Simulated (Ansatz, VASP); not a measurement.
**MgO in VASP and in Ansatz**

```
Mg O
1.0
     2.93802    0.00000    0.00000
    -1.46901    2.54440    0.00000
     0.00000    0.00000    2.67968
Mg O
1 1
Direct
  0.00000 0.00000 0.00000
  0.33636 0.68150 0.49222
```

Change from the starting cell: one atom moved.

Alike in both runs: task single point; functional PBE; k mesh 12 × 12 × 10; occupations gaussian, width 0.02 eV; no spin polarisation.

```csv
,VASP,Ansatz
version,VASP 6.6.1,Ansatz 0.2.0
potentials or method,"VASP PAW PBE potentials, release 64 (Mg, O)","scalar-relativistic, plane waves, PAW"
plane-wave cutoff (eV),520,420
valence electrons in the cell,8,16
```

```tsv
	VASP	Ansatz	Ansatz less VASP
gap on the k mesh at the Fermi level (eV)	3.00	3.02	+0.021
least direct gap on the mesh (eV)	3.40	3.42	+0.018
pressure (GPa)	-0.5	0.1	+0.63
largest component of the traceless stress (GPa)	0.13	0.13	-0.002
rms of the force components (eV/Å)	0.088	0.086	-0.0013
```

Atom by atom the forces differ by 0.001 eV/Å (rms over components). The two sets of potentials don't hold the same shells in valence.

A k mesh can miss the band edges.
